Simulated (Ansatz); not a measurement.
# Au under changes of volume

One of the cells (17.651 Å³/atom); the others are scaled copies at fixed shape and fractional positions:

```
Au
1.0
     1.41131   -2.55593    0.00000
     1.41131    2.55593    0.00000
     0.00000    0.00000    4.89317
Au
2
Direct
  0.33467 0.66533 0.25000
  0.66533 0.33467 0.75000
```

This isn't the form of Au at room conditions, which is fcc.

* Program: Ansatz 0.2.0
* Functional: LDA
* Potentials or basis: Ansatz PAW
* Cutoff: 420 eV (not typed: the program's choice for these potentials)
* k mesh: 11 × 11 × 6
* Occupations: fermi-dirac, width 0.05 eV
* Spin: no spin polarisation

```csv
volume (Å³/atom),energy over the lowest point (meV/atom),pressure (GPa),largest force (eV/Å)
16.592,0.00,0.4,0.036
16.945,3.48,-3.4,0.028
17.298,?,?,?
17.651,33.01,-9.6,0.014
18.004,57.06,-12.1,0.007
18.357,86.18,-14.3,0.000
18.710,119.66,-16.1,0.007
```

Task: What does the run at 17.298 Å³/atom give?

Result: Energy over the lowest point 14.83 meV/atom; pressure -6.8 GPa; largest force 0.021 eV/Å.

Worked out: A Birch-Murnaghan fit of order 3 (a polynomial in V^(-2/3)) to the other rows has its minimum at 16.62 Å³/atom with B0 = V·E''(V) = 191 GPa and B' = 5.8 at fixed shape and positions, which overstates the stiffness. It gives 14.84 meV/atom at 17.298 Å³/atom, against the run's 14.83, and -dE/dV = -6.8 GPa, against -6.8.

Energies are extrapolated to zero smearing.

Caveats: the PAW data sets come from PBE, with cores solved anew for the run's functional, which leaves a small shift of forces and pressure.
